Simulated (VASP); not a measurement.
CoO: single point with PBEsol+U

The system is CoO.

```
CELL_PARAMETERS angstrom
0.00000 2.13150 2.13150
2.13150 0.00000 2.13150
2.13150 2.13150 0.00000
ATOMIC_POSITIONS crystal
Co 0.00000 0.00000 0.00000
O 0.50000 0.50000 0.50000
```

- Program: VASP 6.6.1
- Task: single point
- Functional: PBEsol
- Potentials or basis: VASP PAW PBE potentials, release 64 (Co, O)
- Cutoff: 520 eV
- k mesh: 8 × 8 × 8
- Occupations: gaussian, width 0.05 eV
- Spin: collinear spin, random start
- Starting moments: [0.63, 0.0] μB
- Hubbard terms: Co d U = 7 eV
- Further INCAR settings: ALGO = Fast; EDIFF = 1e-06

```yaml
Pressure: -12.1 GPa
Band_gap_on_the_k_mesh: none (metal or under the smearing width)
Net_moment: 3.00 μB per cell
Site_moments: Co +2.82; O +0.21 μB
Valence_electrons_inside_the_program's_atomic_spheres: Co 7.85; O 4.97
```

Levels at points of the mesh, in eV from the Fermi level:
Spin up:
```
           k point  band 5  band 6  band 7  band 8  band 9  band 10  band 11
(0.00, 0.00, 0.00)   -5.34   -5.34   -1.82   -1.82   -1.82     2.05    17.77
(0.50, 0.00, 0.00)   -4.77   -4.77   -3.34   -0.28   -0.28     6.04    10.30
(0.50, 0.50, 0.00)   -5.04   -4.47   -4.47   -3.08   -3.08     6.73    10.93
```
Spin down:
```
           k point  band 4  band 5  band 6  band 7  band 8  band 9
(0.00, 0.00, 0.00)   -1.39   -1.19   -1.19   -1.19    2.56    3.76
(0.50, 0.00, 0.00)   -2.98   -0.06   -0.06    0.22    5.89    5.89
(0.50, 0.50, 0.00)   -2.66   -2.22   -0.03   -0.03    4.29    4.60
```

Eigenvalues of the final occupation matrices:
| site | spin | trace | eigenvalues |
| --- | --- | --- | --- |
| site 1 d | 1 | 5.00 | 0.98 0.98 0.98 1.03 1.03 |
| site 1 d | 2 | 2.21 | 0.10 0.10 0.67 0.67 0.67 |

Wall time 7.6 s on 1 thread of Intel(R) Xeon(R) 6975P-C (Granite Rapids), with other jobs on the host, peak memory 0.15 GiB.

Caveat: the PAW data sets were made with another functional, which shifts forces and pressure a little; a cell with one magnetic atom can't hold antiferromagnetic order, which such compounds often take. The state reached can hang on the start; a lower one may exist.
